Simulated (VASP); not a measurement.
Ru: relaxation of cell and atoms with PBE+D3(BJ)

Crystal: Ru.

```
CELL_PARAMETERS angstrom
2.69528 0.00000 0.00000
-1.34764 2.33418 0.00000
0.00000 0.00000 4.27056
ATOMIC_POSITIONS crystal
Ru 0.33333 0.66667 0.25000
Ru 0.66667 0.33333 0.75000
```

```
Program                : VASP 6.6.1
Task                   : relaxation of cell and atoms
Functional             : PBE
Dispersion             : D3(BJ)
Potentials or basis    : VASP PAW PBE potentials, release 64 (Ru_pv)
Cutoff                 : 600 eV
k mesh                 : 15 × 15 × 9
Occupations            : methfessel-paxton, width 0.1 eV
Spin                   : no spin polarisation
Further INCAR settings : ALGO = Normal; EDIFF = 1e-07; IBRION = 2; EDIFFG = -0.005; NSW = 90; ISIF = 3
```

```
Relaxed volume                         : 13.44 Å³/atom
Relaxed cell                           : a = 2.696 Å, b = 2.696 Å, c = 4.270 Å, α = 90.00°, β = 90.00°, γ = 120.00°
Space group after relaxing (to 0.05 Å) : P6_3/mmc (No. 194)
Energy gained by relaxing              : 0.0 meV/atom
Ionic steps                            : 3
Pressure after relaxing                : 0.0 GPa
Band gap on the k mesh                 : none (metal or under the smearing width)
Dispersion energy per atom             : -0.631 eV
```

Final structure:
```xyz
2
Lattice="2.6957 0.0000 0.0000 -1.3479 2.3346 0.0000 0.0000 0.0000 4.2699" Properties=species:S:1:pos:R:3 pbc="T T T"
Ru    0.0000    1.5564    1.0675
Ru    1.3479    0.7782    3.2024
```

Levels at points of the mesh, in eV from the Fermi level:
```
           k point  band 12  band 13  band 14  band 15  band 16  band 17
(0.00, 0.00, 0.00)    -1.93    -1.93    -1.38    -1.38     1.22     1.22
```

It took 57 s on 1 thread of Intel(R) Xeon(R) Platinum 8488C (Sapphire Rapids) (shared host), peak memory 0.21 GiB.

Caveat: pairwise dispersion overbinds metals, which lowers pressure and volume.
